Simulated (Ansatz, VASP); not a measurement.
BN: VASP beside Ansatz

INCAR

```
PREC = Accurate
ENCUT = 520
EDIFF = 1E-6
ISMEAR = -1
SIGMA = 0.05
LREAL = False
LASPH = True
NELM = 100
ALGO = Normal
ISIF = 2
LWAVE = False
LCHARG = False
NBANDS = 16
```

Contents of KPOINTS:

```
regular mesh
0
Gamma
  12 12 6
```

The input POSCAR:

```
BN
1.0
    2.5539396017      0.0000000000      0.0000000000
   -1.2769698009      2.2117765748      0.0000000000
    0.0000000000      0.0000000000      4.2268550000
N B
2 2
Direct
    0.3333333333      0.6666666667      0.1252760000
    0.6666666667      0.3333333333      0.6252760000
    0.3333333333      0.6666666667      0.4997240000
    0.6666666667      0.3333333333      0.9997240000
```

File input.yaml:

```yaml
crystal:
  lattice:
    - [2.5539396017, 0.0, 0.0]
    - [-1.2769698009, 2.2117765748, 0.0]
    - [0.0, 0.0, 4.226855]
  atoms:
    - { symbol: "N", position: [0.3333333333, 0.6666666667, 0.125276] }
    - { symbol: "N", position: [0.6666666667, 0.3333333333, 0.625276] }
    - { symbol: B, position: [0.3333333333, 0.6666666667, 0.499724] }
    - { symbol: B, position: [0.6666666667, 0.3333333333, 0.999724] }
kpoints:
  mp_grid: { grid: [12, 12, 6] }
  band_path:
    path:
      - [0.0, 0.0, 0.0]
      - [0.5, 0.0, 0.0]
      - [0.3333333333, 0.3333333333, 0.0]
      - [0.0, 0.0, 0.0]
      - [0.0, 0.0, 0.5]
      - [0.5, 0.0, 0.5]
      - [0.3333333333, 0.3333333333, 0.5]
      - [0.0, 0.0, 0.5]
    npoints: 6
scf:
  occupations: { method: fermi_dirac, width: 0.05 }
hamiltonian:
  xc: lda
  pseudopotentials: { kind: all_electron, lapw: { basis_error: 0.002 } }
output:
  forces: true
  stress: true
  eigenvalues: true
```

Alike in both runs: functional LDA; k mesh 12 × 12 × 6; occupations fermi-dirac, width 0.05 eV; no spin polarisation.

|  | VASP | Ansatz |
| --- | --- | --- |
| version | VASP 6.6.1 | Ansatz 0.2.0 |
| potentials or method | VASP PAW LDA potentials, release 64 (N, B) | all-electron LAPW, scalar-relativistic |
| plane-wave cutoff (eV) | 520 | see its input |
| task | single point | band structure |

```tsv
	VASP	Ansatz	Ansatz less VASP
gap on the k mesh at the Fermi level (eV)	4.96	4.98	+0.014
least direct gap on the mesh (eV)	8.11	8.11	+0.007
pressure (GPa)	-12.9	-13.6	-0.71
largest component of the traceless stress (GPa)	0.29	0.28	-0.005
rms of the force components (eV/Å)	0.012	0.013	+0.0012
```

Atom by atom the forces differ by 0.001 eV/Å (rms over components). Ansatz ran all-electron here, so the differences hold the error of VASP's frozen core and of both bases.

A k mesh can miss the band edges. Expect the measured gap to be larger: semilocal functionals such as LDA lack the derivative discontinuity.
